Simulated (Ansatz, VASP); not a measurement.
## Bi in VASP and in Ansatz

```
Bi
1.0
     5.39232    0.00000    0.00000
    -2.69616    4.66988    0.00000
     0.00000    0.00000    3.18470
Bi
3
Direct
  0.00000 0.00000 0.00000
  0.33333 0.66667 0.50000
  0.66667 0.33333 0.50000
```

Alike in both runs: task single point; functional PBEsol; k mesh 7 × 7 × 11; occupations fermi-dirac, width 0.1 eV; no spin polarisation.

|  | VASP | Ansatz |
| --- | --- | --- |
| version | VASP 6.6.1 | Ansatz 0.2.0 |
| potentials or method | VASP PAW PBE potentials, release 64 (Bi_d) | plane waves (420 eV) with PAW, scalar-relativistic |
| plane-wave cutoff (eV) | 520 | 420 |
| valence electrons in the cell | 45 | 45 |

Ansatz gave:

```
pressure (GPa)                                  : 10.1
largest component of the traceless stress (GPa) : 1.61
```

Problem. Which values does VASP return?

Solution. Pressure (GPa): 10.0; largest component of the traceless stress (GPa): 1.61.

Ansatz warned: «pseudo_functional_mismatch».

Caveats: the PAW data sets were made with another functional, which shifts forces and pressure a little (VASP).
